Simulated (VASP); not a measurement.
Input of a VASP 6.6.1 run:

Contents of INCAR:

```
SYSTEM = CuI
  PREC = Accurate
  ENCUT = 520
  EDIFF = 1E-6
  ISMEAR = 0
  SIGMA = 0.02
  LREAL = .False.
  LASPH = .True.
  NELM = 100
  ALGO = Normal
  ISIF = 2
  LWAVE = .False.
  LCHARG = .True.
  GGA = PE
  LELF = .True.
  LVHAR = .True.
  NBANDS = 16
```

The input KPOINTS:

```
Automatic mesh
0
Gamma
  8 8 8
  0 0 0
```

The input POSCAR:

```
CuI
1.0
    0.0000000000      3.0390034059      3.0390034059
    3.0390034059      0.0000000000      3.0390034059
    3.0390034059      3.0390034059      0.0000000000
Cu I
1 1
Direct
    0.2500000000      0.2500000000      0.2500000000
    0.0000000000      0.0000000000      0.0000000000
```

Potentials or basis: VASP PAW PBE potentials, release 64 (Cu, I).

The run is started by

```sh
$ cat potpaw_PBE.64/Cu/POTCAR potpaw_PBE.64/I/POTCAR > POTCAR
$ mpirun -np 1 vasp_std > vasp.out
```

(1) Predict the pressure.

(2) Predict the band gap on the k mesh.

Results:

(1) 0.0 GPa.

(2) 1.12 eV, direct.

Caveat: spin-orbit coupling is left out, which moves the levels of the heavy elements.
